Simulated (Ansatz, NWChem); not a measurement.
# Heat of formation of CHF3 (SMILES FC(F)F) from total energies

The species is CHF3 (5 atoms), meant as a singlet with charge 0. SMILES: `FC(F)F`. Geometry: relaxed at PBE0-D4/def2-TZVP.

```
atom    x (Å)    y (Å)    z (Å)
   F  -0.6686  -0.3297   1.0792
   C   0.0195   0.0564   0.0068
   F   1.0474  -0.7738  -0.1575
   F  -0.7726  -0.0351  -1.0594
   H   0.3744   1.0822   0.1309
```

Total energies at SVWN5/def2-SVPD (NWChem 7.3.0); the atoms run unrestricted:

```tsv
species	state	energy (Eh)
CHF3	singlet	-335.774773
F	doublet	-98.991156
C	triplet	-37.422791
H	doublet	-0.477468
```

Harmonic wavenumbers at PBE0-D4/def2-TZVP, in cm⁻¹: 510, 510, 708, 1159, 1180, 1180, 1397, 1397, 3131.

Measured heats of formation of the gaseous atoms at 298.15 K, in kJ/mol: F 79.4, C 716.9, H 218.0. Spin-orbit lowering of the atoms at 298 K (mean of the ground term's levels less their thermal mean, from spectra), in kJ/mol: F 1.29, C 0.02. Take 1 Eh = 2625.50 kJ/mol, 1 cm⁻¹ = 0.0119627 kJ/mol, RT = 2.479 kJ/mol.

Task: Work out the heat of formation of the gas at 298 K.

Result: 
1. Electronic atomisation energy: 3 × (-98.991156) + (-37.422791) + (-0.477468) − (-335.774773) = 0.901046 Eh = 2365.7 kJ/mol.
2. Zero-point energy: half the sum of the wavenumbers, 5586 cm⁻¹ = 66.8 kJ/mol.
3. Thermal vibrational enthalpy, Σ hcν̃/(exp(hcν̃/kT) − 1): 1.6 kJ/mol. Translation, rotation and pV of a non-linear molecule: 4 RT = 9.9 kJ/mol.
4. The 5 free atoms carry 5/2 RT each: 31.0 kJ/mol.
5. Spin-orbit coupling lowers the free atoms by 3 × 1.29 + 0.02 = 3.9 kJ/mol.
6. Atomisation enthalpy at 298 K: 2365.7 − 3.9 − 66.8 − 1.6 − 9.9 + 31.0 = 2314.5 kJ/mol.
7. Sum of the atoms' heats of formation: 1173.1 kJ/mol. Heat of formation: 1173.1 − 2314.5 = -1141.4 kJ/mol.

The tabulated value is -695.9 kJ/mol (Active Thermochemical Tables), so this level is off by -445.6 kJ/mol, or 23.8 % of the atomisation enthalpy that the table implies (1868.8 kJ/mol). The LDA overbinds, which puts heats of formation too low. Anharmonicity and any spin-orbit splitting of the molecule are left out.
